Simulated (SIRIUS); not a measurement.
Runs of SIRIUS 7.10.0 on C. Symmetry: P4/mmm, No. 123, tetragonal system. The conventional cell has a = 4.255 Å, b = 4.255 Å, c = 1.282 Å, α = 90.00°, β = 90.00°, γ = 90.00°. C (site symmetry 4/mmm) has 2 C at 1.28 Å as nearest neighbours. The cell was built by a generator and needn't be a form met in nature.

| level | libxc names | gap on the mesh (eV) | pressure (GPa) |
| --- | --- | --- | --- |
| AM05 | ["XC_GGA_X_AM05", "XC_GGA_C_AM05"] | none | 0.0 |
| RPBE | ["XC_GGA_X_RPBE", "XC_GGA_C_PBE"] | none | 0.2 |
| BLYP | ["XC_GGA_X_B88", "XC_GGA_C_LYP"] | none | 1.2 |
| LDA | ["XC_LDA_X", "XC_LDA_C_PW"] | none | -0.3 |
| PBE | ["XC_GGA_X_PBE", "XC_GGA_C_PBE"] | none | 0.0 |
| revPBE | ["XC_GGA_X_PBE_R", "XC_GGA_C_PBE"] | none | 0.2 |
| EV93PW91 | ["XC_GGA_X_EV93", "XC_GGA_C_PW91"] | none | (a) |
| PW91 | ["XC_GGA_X_PW91", "XC_GGA_C_PW91"] | none | 0.0 |

Alike in all rows: task single point; potentials or basis PseudoDojo 0.4.1 PBE standard (scalar relativistic); no spin polarisation; cell as given; k mesh 6 × 6 × 20; cutoff (eV) 1127; smearing fermi-dirac 0.05 eV.

**Question.** Fill in the values left out.

**Answer.** (a) 0.9.

Caveats: the potentials were made for another functional, which shifts forces and pressure (some runs); the potentials were made for a functional far from this one (some runs).

A gap of «none» marks a metal or a gap under the smearing width.
